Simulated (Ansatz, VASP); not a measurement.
**B in VASP and in Ansatz**

```
CELL_PARAMETERS angstrom
1.42592 0.82326 4.15813
-1.42592 0.82326 4.15813
0.00000 -1.64651 4.15813
ATOMIC_POSITIONS crystal
B 0.06634 0.06634 0.06634
B 0.93366 0.93366 0.93366
B 0.19817 0.19817 0.19817
B 0.80183 0.80183 0.80183
```

Alike in both runs: functional PBE; k mesh 18 × 18 × 18; occupations gaussian, width 0.1 eV; no spin polarisation.

Ansatz relaxed the structure, and its values are those at the end. VASP's run is a single point on that final structure, the one shown.

|  | VASP | Ansatz |
| --- | --- | --- |
| version | VASP 6.6.1 | Ansatz 0.2.0 |
| potentials or method | VASP PAW PBE potentials, release 64 (B) | scalar-relativistic, plane waves, PAW |
| plane-wave cutoff (eV) | 520 | 420 |
| valence electrons in the cell | 12 | 12 |

|  | VASP | Ansatz | Ansatz less VASP |
| --- | --- | --- | --- |
| gap on the k mesh at the Fermi level (eV) | none | none | - |
| pressure (GPa) | 0.0 | 0.0 | -0.03 |
| rms of the force components (eV/Å) | 0.009 | 0.002 | -0.0066 |

A gap of «none» marks a metal or a gap that the smearing closes.
